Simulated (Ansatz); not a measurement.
# Al2Cu (I4/mmm) in Ansatz: convergence with ecutfock ratio

Aim: find how far ecutfock ratio must go before the results for Al2Cu settle, at HSE06. This setting moves, with any that are tied to it; all else stays.

Everything below comes from runs of Ansatz 0.2.0. Logs are shortened: lines on timing, memory, paths and dates and some standing lists are left out, and cuts for length are marked.

## 1. The crystal as given

Symmetry: I4/mmm, No. 139, tetragonal system. The conventional cell has a = 4.061 Å, b = 4.061 Å, c = 5.702 Å, α = 90.00°, β = 90.00°, γ = 90.00°. Cu (site symmetry 4/mmm) is surrounded by 8 Al at 2.48 Å. Around Al (site symmetry -4m2) lie 4 Cu at 2.48 Å and 2 Al at 2.85 Å.

The cell comes from a database or a generator and needn't be the stable form of this composition.

## 2. With ecutfock ratio 1

File input.yaml:

```yaml
crystal:
  lattice:
    - [-2.0303375, 2.0303375, 2.851094]
    - [2.0303375, -2.0303375, 2.851094]
    - [2.0303375, 2.0303375, -2.851094]
  atoms:
    - { symbol: Cu, position: [0.5, 0.5, 0.0] }
    - { symbol: Al, position: [0.25, 0.75, 0.5] }
    - { symbol: Al, position: [0.75, 0.25, 0.5] }
hamiltonian:
  xc: hse06
  pseudopotentials: { kind: paw }
kpoints:
  mp_grid: { grid: [5, 5, 5] }
scf:
  occupations: { method: gaussian, width: 0.05 }
  exx: { ecutfock_ratio: 1 }
output:
  forces: true
  stress: true
  eigenvalues: true
```

Potentials or basis: Ansatz PAW.

Launch:

```console
$ ansatz run input.yaml --threads 2 --pin off --max-ram 5632MiB --backend cpu --events-out ev --progress --plain --runs-dir out
```

It took 11 s on 2 threads of Arm Neoverse V2, shared host; peak memory 0.78 GiB.

Results:

```
Free energy            : -7700.2892 eV
Pressure               : 1.3 GPa
Band gap on the k mesh : none (metal or under the smearing width)
```

## 3. With ecutfock ratio 2

input.yaml: that of step 2 with these lines changed.

```diff
@@ -16,3 +16,3 @@
   occupations: { method: gaussian, width: 0.05 }
-  exx: { ecutfock_ratio: 1 }
+  exx: { ecutfock_ratio: 2 }
 output:
```

Potentials or basis: Ansatz PAW.

Launch:

```console
$ ansatz run input.yaml --threads 2 --pin off --max-ram 5632MiB --backend cpu --events-out ev --progress --plain --runs-dir out
```

Wall time 13 s (2 threads of Arm Neoverse V2, shared host); peak memory 0.86 GiB.

What came out:

```
Free energy            : -7700.3900 eV
Pressure               : 1.3 GPa
Band gap on the k mesh : none (metal or under the smearing width)
```

## 4. With ecutfock ratio 3

input.yaml: that of step 3 with these lines changed.

```diff
@@ -16,3 +16,3 @@
   occupations: { method: gaussian, width: 0.05 }
-  exx: { ecutfock_ratio: 2 }
+  exx: { ecutfock_ratio: 3 }
 output:
```

Launch:

```console
$ ansatz run input.yaml --threads 2 --pin off --max-ram 5632MiB --backend cpu --events-out ev --progress --plain --runs-dir out
```

Wall time 15 s (2 threads of Arm Neoverse V2, shared host); peak memory 0.99 GiB.

The run converged. Its results:

```yaml
Free_energy: -7700.3905 eV
Pressure: 1.3 GPa
Band_gap_on_the_k_mesh: none (metal or under the smearing width)
```

## 5. With ecutfock ratio 4

input.yaml: that of step 4 with these lines changed.

```diff
@@ -16,3 +16,3 @@
   occupations: { method: gaussian, width: 0.05 }
-  exx: { ecutfock_ratio: 3 }
+  exx: { ecutfock_ratio: 4 }
 output:
```

Potentials or basis: Ansatz PAW.

Launch:

```console
$ ansatz run input.yaml --threads 2 --pin off --max-ram 5632MiB --backend cpu --events-out ev --progress --plain --runs-dir out
```

What it wrote:

```text
Warning: output.stress: scf.convergence.dr2_threshold = 1e-7 eV (the SCF's general default) is looser than the 3e-10 eV advised for a printed stress (1e-10 eV for each atom of the cell: 3). What an SCF threshold leaves in a stress goes as its square root, and in the free energy as the threshold itself, and one threshold admits the most on a small cell: of the crystals measured, under no hybrid functional and no lock of the moments, on runs that ended without the residual-converged pass, on stresses that held no estimate of that error, the worst erred by over 100 MPa in a component at 1e-7 eV an atom and by under 5 at 1e-10. Set scf.convergence.dr2_threshold to 3e-10 eV or tighter. The threshold is an SCF's pass mark: one that does not reach it within its budget of iterations ends unconverged, or closes short of it on a stop that the run arms, and scf.convergence.dr2_threshold's page says what that costs each kind of run
Warning: output.stress: scf.exx.energy_threshold = 1e-6 eV is looser than the 3e-8 eV advised for a stress under a hybrid functional (1e-8 eV for each atom of the cell: 3). Every SCF of the exchange loop can meet its threshold on dr2 while the loop round them stops early: no threshold on dr2 bounds what that leaves in the stress. Set scf.exx.energy_threshold to 3e-8 eV or tighter. The threshold is the loop's pass mark: a loop that does not reach it within its budget of cycles ends unconverged, and scf.exx.energy_threshold's page has the law
Warning: RAYON_NUM_THREADS=2 ignored (pool sized by the plan → 2); use --threads N
Engine: ansatz 0.2.0, aarch64-unknown-linux-gnu
Pseudopotentials: kind: paw
Pseudopotential: Cu, paw, valence charge 19, recommended cutoff 420 eV (normal), Cu.paw.azcp
Pseudopotential: Al, paw, valence charge 3, recommended cutoff 420 eV (normal), Al.paw.azcp
Functional definition: HSE06
  parameter a = 0.25
  parameter omega = 0.11/bohr
  exchange = pbe_x - a*pbe_x_sr(omega) + a*exact_x_sr(omega)
  correlation = pbe_c
Crystal: 3 atoms, lattice volume = 47.012 Å³
Basis set: ecut = 420 eV, 925 PW (Γ), exchange–correlation on 60×60×60 points (8 copies of the dense FFT grid, shifted against one another)
Bands: 17, of which v1, the nominal top of the filled ones, is band 13 counted from 1 (12 counted from 0)
Symmetry: 16 space group operations
Space group: I4/mmm (ITA 139), of the structure as read, at distance tolerance 3.6e-5 Å
k-points: 18 of 125
Non-local potential: Cu, projectors of the file, l = 0: 3, l = 1: 2, l = 2: 3, l = 3: 1
Non-local potential: Al, projectors of the file, l = 0: 2, l = 1: 2, l = 2: 1
PAW form: soft (Blöchl's): semilocal exchange-correlation on the pseudo side does not see the compensation charge
PAW frozen core: Cu, regenerated for the run's functional, and the local potential with it (the file was generated under x = pbe(κ = 0.804, μ = 0.2195149727645171), c = pbe(β = 0.06672455060314922))
[... 50 lines left out ...]
Entropy (-TS):   -0.001624 eV (-0.541 meV/atom)
Fermi energy:    9.274492 eV
--- Per-component energies (eV) ---
  E_band       = -550.006055
  E_kinetic    = 347.367080
  E_local      = -5906.653593  (includes V_loc(G=0)·N_el)
  E_nonlocal   = 409.892971
  E_hartree    = 2655.063681
  E_xc         = -138.106754
  E_vxc        = -141.059050  (∫ρ·V_xc dr)
  E_exx        = -115.467391  (= α·E_x^exact, valence–valence)
  E_paw        = -2514.008345  (= ΣΔE_a)
  E_vpaw       = -338.757196  (= ΣTr[D̂ρ^β])
  E_aug_tail   = 0.000263  (compensation charges beyond the density's cutoff)
  E_ewald      = -2438.161835
  E_core_change = -0.314962  (= ΣΔE_core)
  E_smearing   = -0.001624  (= −TS)
  E_closure    = 0.000026  (closes the sum)
  Σ components = -7700.390484   (vs F -7700.390484, Δ=-9.09e-13)
--- Forces (eV/Å), atoms counted from 1 ---
  atom   1  Cu    -0.00000000    -0.00000000     0.00000000
  atom   2  Al     0.00000000    -0.00000000     0.00000000
  atom   3  Al     0.00000000     0.00000000     0.00000000
  max |Σ_I F_I| component: 3.47e-18 eV/Å
--- Stress (GPa, compression-positive) ---
        1.141513       0.000000      -0.000000
        0.000000       1.141513       0.000000
       -0.000000      -0.000000       1.747736
  P = ⅓ Tr σ = 1.3436 GPa (13.436 kbar)
--- Band table (eV; the first three rows and the last of 18) ---
  k-point 0: bands = ["-110.5562", "-66.3093", "-66.3089", "-66.3089", "-2.3245", "3.3813", "3.3813", "3.3816", "3.7950", "3.8033", "12.6119", "12.6362", "12.6362", "12.7004", "12.7022", "12.7022", "14.3910"]
  k-point 1: bands = ["-110.5562", "-66.3090", "-66.3086", "-66.3085", "-1.5230", "3.2015", "3.5061", "3.5086", "3.6804", "3.8546", "9.2877", "9.3618", "10.0145", "11.0116", "12.8373", "16.7771", "16.9098"]
  k-point 2: bands = ["-110.5562", "-66.3086", "-66.3082", "-66.3078", "0.8050", "2.9066", "3.2923", "3.8154", "3.8221", "3.9416", "5.4144", "7.2691", "7.3317", "9.9907", "11.3555", "18.9070", "19.6558"]
  k-point 17: bands = ["-110.5562", "-66.3082", "-66.3082", "-66.3080", "2.5003", "2.5543", "2.8112", "3.8576", "3.8702", "4.1753", "4.2017", "5.4377", "7.4344", "10.5917", "13.2998", "17.1797", "19.6290"]
```

Run time: 14 s. Hardware: 2 threads of Arm Neoverse V2, shared host; peak memory 0.99 GiB.

What came out:

```yaml
Free_energy: -7700.3905 eV
Pressure: 1.3 GPa
Band_gap_on_the_k_mesh: none (metal or under the smearing width)
```

## 6. Result

```tsv
ecutfock ratio	energy less the tightest run, at zero smearing (meV/atom)	SCF cycles	CPU time (s)	peak memory (GiB)
1	33.77	18	20	0.78
2	0.18	18	24	0.86
3	0.00	18	26	0.99
4	0.00	18	26	0.99
```

Against the tightest run, the energy stays within 1 meV/atom from 2 on. The tightest run that finished is the yardstick and may itself not be fully converged.

Caveats: all runs use coarse meshes; the PAW data sets come from PBE, with cores solved anew for the run's functional, which leaves a small shift of forces and pressure; the thresholds are loose for stress.
